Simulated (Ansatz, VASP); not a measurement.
Pt in VASP and in Ansatz

The input INCAR:

```
SYSTEM = Pt
ALGO = Normal ; EDIFF = 1E-7
ENCUT = 520 ; GGA = PE
ISIF = 2 ; ISMEAR = 1
LASPH = .TRUE. ; LCHARG = .FALSE.
LREAL = .FALSE. ; LWAVE = .FALSE.
NBANDS = 11 ; NELM = 100
PREC = Accurate ; SIGMA = 0.05
```

KPOINTS

```
k-points
0
G
  13 13 13
  0 0 0
```

File POSCAR:

```
Pt
1.0
    0.0000000000      1.9674146658      1.9674146658
    1.9674146658      0.0000000000      1.9674146658
    1.9674146658      1.9674146658      0.0000000000
Pt
1
Direct
    0.0000000000      0.0000000000      0.0000000000
```

Input for Ansatz:

```yaml
crystal:
  lattice:
    - [0.0, 1.9674146657976828, 1.9674146657976828]
    - [1.9674146657976828, 0.0, 1.9674146657976828]
    - [1.9674146657976828, 1.9674146657976828, 0.0]
  atoms:
    - { symbol: Pt, position: [0.0, 0.0, 0.0] }
basis:
  ecutwfc: 500.0
kpoints:
  mp_grid:
    grid: [13, 13, 13]
hamiltonian:
  xc: pbe
  pseudopotentials:
    kind: paw
scf:
  convergence:
    dr2_threshold: 1.0e-10
  occupations:
    method: methfessel_paxton
    width: 0.05
output:
  stress: true
```

Alike in both runs: task single point; functional PBE; k mesh 13 × 13 × 13; occupations methfessel-paxton of order 1, width 0.05 eV; no spin polarisation.

```csv
,VASP,Ansatz
version,VASP 6.6.1,Ansatz 0.2.0
potentials or method,"VASP PAW PBE potentials, release 64 (Pt)","plane waves, PAW"
plane-wave cutoff (eV),520,500
valence electrons in the cell,10,18
```

Ansatz gave:

| Property | Result |
| --- | --- |
| pressure (GPa) | 6.9 |

Question: Estimate VASP's values.

Answer: Pressure (GPa): 6.4.

The two sets of potentials don't hold the same shells in valence.

Spin-orbit coupling is left out, which matters for the levels of Pt.
